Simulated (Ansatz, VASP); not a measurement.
One calculation of NiO, two programs

```xyz
2
Lattice="0.0000 2.0913 2.0913 2.0913 0.0000 2.0913 2.0913 2.0913 0.0000" Properties=species:S:1:pos:R:3 pbc="T T T"
Ni    0.0000    0.0000    0.0000
O     2.0913    2.0913    2.0913
```

Alike in both runs: task single point; functional LDA; k mesh 8 × 8 × 8; occupations gaussian, width 0.05 eV; collinear spin, ferromagnetic start; fixed moment 4 μB; Hubbard terms Ni d U = 8 eV.

```csv
,VASP,Ansatz
version,VASP 6.6.1,Ansatz 0.2.0
potentials or method,"VASP PAW LDA potentials, release 64 (Ni, O)",Ansatz PAW
plane-wave cutoff (eV),520,420
valence electrons in the cell,16,24
```

```csv
,VASP,Ansatz,Ansatz less VASP
gap on the k mesh at the Fermi level (eV),none,none,-
net moment per atom (μB),2.00,2.00,0.000
size of the moment on the site where the two differ most (μB),2.52,2.25,-0.270
```

Site moments also hang on the region over which each program counts them. The programs project onto different local orbitals, so the same U acts differently. A gap of «none» marks a metal or a gap that the smearing closes. The two sets of potentials don't hold the same shells in valence.

Caveats: the total moment is fixed, so each spin has its own Fermi level; a cell with one magnetic atom can't hold antiferromagnetic order, which such compounds often take; the moment is held away from its start (VASP); the magnetic or orbital state may not be the lowest (Ansatz). The state reached can hang on the start; a lower one may exist.
